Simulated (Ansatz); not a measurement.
A surface is cut from this relaxed crystal of SnS:

```
Sn S
1.0
    10.97315    0.00000    0.00000
     0.00000    3.95291    0.00000
     0.00000    0.00000    4.18713
Sn S
4 4
Direct
  0.61775 0.25000 0.39018
  0.38225 0.75000 0.60982
  0.88225 0.75000 0.89018
  0.11775 0.25000 0.10982
  0.35400 0.25000 0.02635
  0.64600 0.75000 0.97365
  0.14600 0.75000 0.52635
  0.85400 0.25000 0.47365
```

Miller indices refer to the conventional cell of Pnma (No. 62), a = 10.973 Å, b = 3.953 Å, c = 4.187 Å, α = 90.00°, β = 90.00°, γ = 90.00°. The bulk's gap is 0.51 eV.

The (100) slab of 16 planes, 19.4 Å thick with 15 Å of vacuum as cut; outer planes Sn (top) and Sn (bottom).

These are results of Ansatz 0.2.0, DFT LDA, scalar-relativistic, plane waves, PAW, not measurements. Cutoff 420 eV; k points 7×7×1 on the computed 16-atom cell (Γ-centred); Gaussian smearing, width 0.05 eV; no spin polarisation. A dipole correction removes the field between periodic images along c.

Results for the relaxed slab:

```json
{
  "Surface energy (mean of both faces)": "0.25 J/m²",
  "Gap of the slab on the mesh": "0.75 eV"
}
```

Relaxation lowers the energy by 0.009 J/m² a face; the largest move is 0.090 Å.

| plane (bottom to top) | atoms | spacing to next, bulk (Å) | relaxed (Å) | change (%) |
| --- | --- | --- | --- | --- |
| 1 | Sn | 0.310 | 0.282 | -9.0 |
| 2 | S | 2.282 | 2.272 | -0.4 |
| 3 | S | 0.310 | 0.292 | -5.7 |
| 4 | Sn | 2.584 | 2.592 | +0.3 |
| 5 | Sn | 0.310 | 0.307 | -0.8 |
| 6 | S | 2.282 | 2.282 | 0.0 |
| 7 | S | 0.310 | 0.308 | -0.5 |
| 8 | Sn | 2.584 | 2.574 | -0.4 |
| 9 | Sn | 0.310 | 0.308 | -0.5 |
| 10 | S | 2.282 | 2.282 | 0.0 |
| 11 | S | 0.310 | 0.307 | -0.8 |
| 12 | Sn | 2.584 | 2.592 | +0.3 |
| 13 | Sn | 0.310 | 0.292 | -5.7 |
| 14 | S | 2.282 | 2.272 | -0.4 |
| 15 | S | 0.310 | 0.282 | -9.0 |
| 16 | Sn |  |  |  |

An odd mesh misses points on the zone edge, so a gap read on it can be too wide. Gaps are read on the k points sampled, so a band crossing between them can be missed.

Cost: 4 runs of about 7.8 core-minutes in all, on Intel Xeon 6975P-C (Granite Rapids) (shared hosts).